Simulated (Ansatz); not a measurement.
# Ir in Au(111), 2x2: scattering by a point defect, part 3 of 3

Aim: the resistance that Ir in Au(111), 2x2 adds to the host.

Ansatz 0.2.0; Ansatz plane-wave DFT, PBE, PAW files; ballistic transport by layer matching (Landauer), zero bias; PAW set soft_1 (the session's first sound run).

So far, resistivity per at.% scaled from this dense plane, with the factor 3/4 for isotropic scattering (µΩ cm): step 3 (resistance at ideal sites) 3.51.

## 5. Transmission after relaxation, relaxed yes

The transmission is solved again on the relaxed atoms.

This step: Ansatz plane-wave DFT, PBE, PAW files; ballistic transport by layer matching (Landauer), zero bias; PAW set soft_1 (Ansatz 0.2.0).

The input, input.yaml:

```yaml
crystal:
  lattice:
    - [5.7675164608, 0.0, 0.0]
    - [-2.8837582304, 4.9948157717, 0.0]
    - [-1.4418791152, 0.8324692953, 25.9003660885]
  atoms:
    - { symbol: Au, position: [0.0075757576, 0.9924242424, 0.0454545455] }
    - { symbol: Au, position: [0.0075757576, 0.4924242424, 0.0454545455] }
    - { symbol: Au, position: [0.5075757576, 0.9924242424, 0.0454545455] }
    - { symbol: Au, position: [0.5075757576, 0.4924242424, 0.0454545455] }
    - { symbol: Au, position: [0.1893939394, 0.3106060606, 0.1363636364] }
    - { symbol: Au, position: [0.1893939394, 0.8106060606, 0.1363636364] }
    - { symbol: Au, position: [0.6893939394, 0.3106060606, 0.1363636364] }
    - { symbol: Au, position: [0.6893939394, 0.8106060606, 0.1363636364] }
    - { symbol: Au, position: [0.3712121212, 0.1287878788, 0.2272727273] }
    - { symbol: Au, position: [0.3712121212, 0.6287878788, 0.2272727273] }
    - { symbol: Au, position: [0.8712121212, 0.1287878788, 0.2272727273] }
    - { symbol: Au, position: [0.8712121212, 0.6287878788, 0.2272727273] }
    - { symbol: Au, position: [0.0537865287, 0.947177251, 0.3184076479] }
    - { symbol: Au, position: [0.0533710133, 0.4466289867, 0.3199903386] }
    - { symbol: Au, position: [0.5525353167, 0.9474646833, 0.3183575497] }
    - { symbol: Au, position: [0.552822749, 0.4462134713, 0.3184076479] }
    - { symbol: Au, position: [0.2366083539, 0.2633916461, 0.4107404069] }
    - { symbol: Au, position: [0.2364513648, 0.7679528021, 0.410744271] }
    - { symbol: Au, position: [0.7320471979, 0.2635486352, 0.410744271] }
    - { symbol: Au, position: [0.7344948132, 0.7655051868, 0.4082763377] }
    - { symbol: Ir, position: [0.4166666667, 0.0833333333, 0.5] }
    - { symbol: Au, position: [0.4166666667, 0.5833333333, 0.5] }
    - { symbol: Au, position: [0.9166666667, 0.0833333333, 0.5] }
    - { symbol: Au, position: [0.9166666667, 0.5833333333, 0.5] }
    - { symbol: Au, position: [0.1012861354, 0.9031180315, 0.589255729] }
    - { symbol: Au, position: [0.0988385201, 0.4011614799, 0.5917236623] }
    - { symbol: Au, position: [0.5967249794, 0.9032750206, 0.5892595931] }
    - { symbol: Au, position: [0.5968819685, 0.3987138646, 0.589255729] }
    - { symbol: Au, position: [0.2807980167, 0.2192019833, 0.6816424503] }
    - { symbol: Au, position: [0.2805105843, 0.7204531954, 0.6815923521] }
    - { symbol: Au, position: [0.7795468046, 0.2194894157, 0.6815923521] }
    - { symbol: Au, position: [0.7799623201, 0.7200376799, 0.6800096614] }
    - { symbol: Au, position: [0.4621212121, 0.0378787879, 0.7727272727] }
    - { symbol: Au, position: [0.4621212121, 0.5378787879, 0.7727272727] }
    - { symbol: Au, position: [0.9621212121, 0.0378787879, 0.7727272727] }
    - { symbol: Au, position: [0.9621212121, 0.5378787879, 0.7727272727] }
    - { symbol: Au, position: [0.1439393939, 0.8560606061, 0.8636363636] }
    - { symbol: Au, position: [0.1439393939, 0.3560606061, 0.8636363636] }
    - { symbol: Au, position: [0.6439393939, 0.8560606061, 0.8636363636] }
    - { symbol: Au, position: [0.6439393939, 0.3560606061, 0.8636363636] }
    - { symbol: Au, position: [0.3257575758, 0.1742424242, 0.9545454545] }
    - { symbol: Au, position: [0.3257575758, 0.6742424242, 0.9545454545] }
    - { symbol: Au, position: [0.8257575758, 0.1742424242, 0.9545454545] }
    - { symbol: Au, position: [0.8257575758, 0.6742424242, 0.9545454545] }
kpoints:
  mp_grid: { grid: [5, 5, 1] }
hamiltonian:
  xc: pbe
  pseudopotentials: { kind: paw, azcp: { folder: soft_1 } }
scf:
  occupations: { method: fermi_dirac, width: 0.1 }
output:
  transmission:
    leads: [[0, 4]]
    kmesh: [10, 10]
    e_range: [-0.05, 0.05]
    de: 0.05
  write_potential: true
  write_density: true
  volumetric_format: npy
```

Started as:

```bash
ansatz run input.yaml --threads 4 --pin off --max-ram 15360MiB --backend cpu --events-out ev --progress --plain --runs-dir out
```

Numbers of over 12 decimals in the logs are rounded to 6 here.

The log of the run:

```text
[...]
Crystal: 44 atoms, lattice volume = 746.130 Å³
Basis set: ecut = 420 eV, 14649 PW (Γ)
Bands: 501, of which v1, the nominal top of the filled ones, is band 417 counted from 1 (416 counted from 0)
Symmetry: 4 space group operations
[...]
k-points: 9 of 25
[...]
SCF iter   1: F=—  HF=-577463.614033 eV  |F-HF|=—  |Δ(HF+E_count)|=         —  Δρ=8.87e-2  dr2=4.37e2  ethr=3.10e-3  ⟨swp⟩=4.1  Hψ=13461  notcnv=0  defer=130
[...]
SCF iter  15: F=-577436.494820 eV  HF=-577436.494820 eV  |F-HF|=2.36e-8  |Δ(HF+E_count)|=   6.18e-8  Δρ=8.21e-7  dr2=2.66e-8  ethr=1.20e-11  ⟨swp⟩=10.0  Hψ=19401  notcnv=0
SCF 1 converged in 15 iterations: F = -577436.494820 eV  dr2 = 2.66e-8
[...]
transmission: 118 of 1178 steps passed
transmission: 238 of 1178 steps passed
[...]
transmission: 1178 of 1178 steps passed
SCF converged after 15 iterations
Free energy (F): -577436.494820 eV
[...]
Internal energy: -577435.919454 eV  (E = F + TS)
E sigma→0 (E₀):  -577436.207137 eV
Entropy (-TS):   -0.575366 eV (-13.077 meV/atom)
Fermi energy:    20.665700 eV
[...]
--- Band table (eV; the first three rows and the last of 9) ---
  k-point 0: bands = [... 413 lower, 20.7529, 20.7601, 21.1329, 21.2139, 21.4568, 21.4728, 21.5266, 21.5270, ... 80 higher]
  k-point 1: bands = [... 413 lower, 20.4334, 20.5271, 20.5708, 20.6496, 20.7116, 20.7668, 20.8688, 20.9545, ... 80 higher]
  k-point 2: bands = [... 413 lower, 20.4650, 20.4680, 20.4814, 20.5557, 20.6808, 20.7317, 20.9931, 21.1196, ... 80 higher]
  k-point 8: bands = [... 413 lower, 20.4418, 20.4482, 20.4835, 20.5511, 20.7255, 20.7590, 20.8751, 20.9004, ... 80 higher]
--- Transmission ---
  basis      : 253 plane waves across, 38 finite elements along
  points     : 31, standing for a mesh of 10 x 10
[...]
channels       : 3.210000e0 a spin
[...]
junction   : crystal 0 to crystal 0, 0.70 to 24.24 Å
    transmission   : 2.615488e0 a spin
[...]
```

It took 6.8 min on 4 threads of Arm Neoverse V1, shared host; peak memory 6.5 GiB.

Numbers from this step:

| Quantity | Value |
| --- | --- |
| free energy | -577436.4948 eV |
| energy at zero smearing | -577436.2071 eV |
| transmission per spin nearest the Fermi level | 2.615 |
| open channels per spin nearest the Fermi level | 3.21 |
| step of the lead's potential | 7.9 meV |

Per spin. Transmission, zone mean against energy, zero at the Fermi level:

```
energy (eV)  transmission, zone mean
    -0.0500                     2.55
     0.0000                     2.62
     0.0500                     2.68
```

Transmission over k1 and k2. At 0.0000 eV from the Fermi level.

Ten even steps from '_' (1.74) to '@' (3.34):
```
==@@======@@==--__--
--==@@++++@@==----__
--==++@@::@@++==----
====++::####::++====
%%@@@@@@##**##@@@@@@
======++::####::++==
------==++@@::@@++==
--__----==@@++++@@==
==--__--==@@======@@
%%==----==%%==----==
```
Columns: k1 (b1) from -0.5 to 0.4; rows upwards: k2 (b2) from -0.5 to 0.4.

Over the solved energies the transmission per spin lies between 2.55 and 2.68, out of 3.21 channels of the lead on average (up to 3.21).

## 6. Resistance after relaxation

This step: Ansatz plane-wave DFT, PBE, PAW files; ballistic transport by layer matching (Landauer), zero bias; area resistance of the defect plane and resistivity an atomic per cent; PAW set soft_1 (Ansatz 0.2.0).

This step gave:

```
area resistance                                                                                 : 0.2627 fΩ m²
T over the leads' mean channel count                                                            : 0.8151
resistivity per at.% scaled from this dense plane, with the factor 3/4 for isotropic scattering : 3.347 µΩ cm
```

Averaged over the energies near the Fermi level, 81.5 % of the channels pass, which makes 0.263 fΩ m², against 0.276 on ideal sites.

## 7. Outcome

| Property | Result |
| --- | --- |
| share of channels that pass, rigid | 0.809 |
| area resistance, rigid | 0.276 fΩ m² |
| resistivity per at.% from the area resistance, times 3/4, rigid | 3.51 µΩ cm |
| share of channels that pass, relaxed | 0.815 |
| area resistance, relaxed | 0.263 fΩ m² |
| resistivity per at.% from the area resistance, times 3/4, relaxed | 3.35 µΩ cm |

**Reading.** The plane of defects adds 0.26 fΩ m². Scaled to one atomic per cent that is 4.5 µΩ cm as it stands and 3.3 with the factor 3/4 for isotropic scattering on a spherical Fermi surface; with the reflection in place of the resistance taken as linear in the density it would be 2.7. These are rough estimates of the dilute value, not bounds. One Ir in each 2x2 cell reflects 18 % of the lead's channels. The relaxed cell differs by -4.7 % in resistance; between the two runs the lead's own channel count goes from 3.19 to 3.21, so sampling may have a part in it. The defects form a dense periodic sheet that scatters coherently, unlike a dilute random alloy. T and N are means over the solved energies nearest the Fermi level. Spin-orbit coupling is left out, which matters for Au and Ir.

[Logs are printed without paths, hosts, clocks, repeated set-up lines and the standing remarks that a program may print on its own settings, such as how far it seeks lower states.]

[Hosts, paths, dates, database ids (printed as entryN), source tags and the programs' standing remarks are cut or masked in the printed files.]
